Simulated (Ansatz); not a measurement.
# FePt

Computed with Ansatz (plane waves, PAW, 420 eV cutoff): PBE, scalar-relativistic, collinear spin, Γ-centred 12×12×10 mesh, 0.05 eV Gaussian smearing; PAW files: Ansatz's generated set soft_2.

```yaml
crystal:
  lattice:
    - [2.73418, 0.00000, 0.00000]
    - [0.00000, 2.73418, 0.00000]
    - [0.00000, 0.00000, 3.75329]
  atoms:
    - { symbol: Fe, position: [0.50000, 0.50000, 0.50000] }
    - { symbol: Pt, position: [0.00000, 0.00000, 0.00000] }
```

The chain of runs began from a cell as deposited in COD, expanded in volume.

Magnetic state: ferromagnetic, site spin moments Fe 2.99; Pt 0.39 μB.

Path: Γ–X–M–Γ–Z–R–A–Z | X–R | M–A, with Γ = (0.000, 0.000, 0.000), X = (0.000, 0.500, 0.000), M = (0.500, 0.500, 0.000), Z = (0.000, 0.000, 0.500), R = (0.000, 0.500, 0.500), A = (0.500, 0.500, 0.500) in reciprocal vectors of the calculation's cell.

**Question.** Is it a metal or an insulator, and if it has a gap, where are the band edges on this path?

**Answer.** A metal: bands cross the Fermi level.

Bands as a text map, energy in eV from the Fermi level (dashes), each leg drawn with the same width, + spin up, o spin down, # both:
```
  3.71 |  +  +              o                 o     #                      
  3.43 |      o                                      o               o+    
  3.14 | o             o    +                                              
  2.86 |               +                     o+      o                     
  2.57 | +    +oooooo                        o      + o   oooo      o+     
  2.29 |#      ooo   o       #                       +o   ooooo            
  2.00 |       +++++++        o             o             +++ oo    +      
  1.71 |oo    o      o#ooooooo#ooo      ooooo#   ooo   o     ++oooo#ooooooo
  1.43 |  oo       o#+ oo      o  oooooooooo  ooo      ooo     oooo  oo    
  1.14 | o ooo    o#oooo o o   +o      oooo         o+        o+o  ooo oo  
  0.86 |    oooooo#o  o o o     ooo   oo   oooooooooo + o oooo   oooooooooo
  0.57 |oooo  ooooo   +# oooooo  o oooo     +  oo + oooooooo    +  +++#++++
  0.29 |  o     +#  o    o     o  oooo        o  +   oo oo           o o   
  0.00 |-------+-o---o----oo----#------------o-----+--#---++++++-+---------
 -0.29 |+  o  +      + #     +           o#oo   +      #        +oo   o o  
 -0.57 |++##o   o  o+++++++##++###ooo  o#++###++       + o   ooo###+++ o   
 -0.86 |o#+ +#oo  +++  +    #ooo##+++##+++#+ ooo    +   #+oooo###++ + + oo 
 -1.14 |  o  +oo + +o++ #   +    #o  oo+  #+++#+##+#      ooo+ +  +++++++#+
 -1.43 |   #+ #o+ #+++++++ #      +oo +  o  +  o ooo#o  +ooo# +o + +++  + o
 -1.71 |  ++#o + ++ +   #+++      o  ++o  + +   o#+#o+#o  ++ #o +     +  ++
 -2.00 |+++o o  ##       ++ +++++#####oooo     o+ oo+o+### ++  #o     +++ o
 -2.29 |o##+ +###  +     o#+#ooo#+ o++ooo#ooo+o+#+++#+o+#+#o   + oo      #+
 -2.57 | o  ++++   o    +++#o     ++#o#oo#   o++    o++oo#++#o#        +   
 -2.86 |++#++    o++      +o+++   + ++ ++oooo#+       oo +  #+ oooo     +  
 -3.14 |  +# +           oo+   +++    ++++++#+++     o  +    +++#++     o  
 -3.43 |++    ##++o       o ++++ ++++  +#++++ o#++++ +#+ +##+++#+++      ++
 -3.71 |  ++oo  #        ++          ++ + +++# o + ++ +++   + o++++    o   
 -4.00 |    #    #+o     o +                 ++ +++++##     oo+       o   +
        Γ      X      M      Γ      Z      R      A      ZX       RM      A
```

Cost: 16 s on 4 threads of Arm Neoverse V1, with other jobs on the host, peak memory 0.65 GiB.

These numbers lack spin–orbit coupling. The run wasn't fully tested for a lower electronic state. Site moments are of spin, integrated over atomic spheres.
